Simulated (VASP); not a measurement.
Input of a VASP 6.6.1 run:

INCAR

```
PREC = Accurate
ENCUT = 520
EDIFF = 1E-6
ISMEAR = -1
SIGMA = 0.1
LREAL = F
LASPH = T
NELM = 100
ALGO = Fast
ISIF = 2
LWAVE = F
LCHARG = F
NBANDS = 20
```

File KPOINTS:

```
regular mesh
0
Gamma
  17 17 10
```

The input POSCAR:

```
Tl
1.0
    3.2595099697      0.0000000000      0.0000000000
   -1.6297549848      2.8228184376      0.0000000000
    0.0000000000      0.0000000000      5.2159435763
Tl
2
Direct
    0.3333333333      0.6666666667      0.2500000000
    0.6666666667      0.3333333333      0.7500000000
```

Potentials or basis: VASP PAW LDA potentials, release 64 (Tl_d).

Launch:

```console
$ cat potpaw_LDA.64/Tl_d/POTCAR > POTCAR
$ mpirun -np 1 vasp_std > vasp.out
```

Problem. What does it give for the band gap on the k mesh?

Solution. None (metal or under the smearing width).

Problem. Predict the pressure.

Solution. 8.0 GPa.

Stress tensor (GPa, compression positive):
```
7.86 0.00 0.00
0.00 7.86 0.00
0.00 0.00 8.31
```

Spin-orbit coupling is left out, which matters for the levels of Tl.
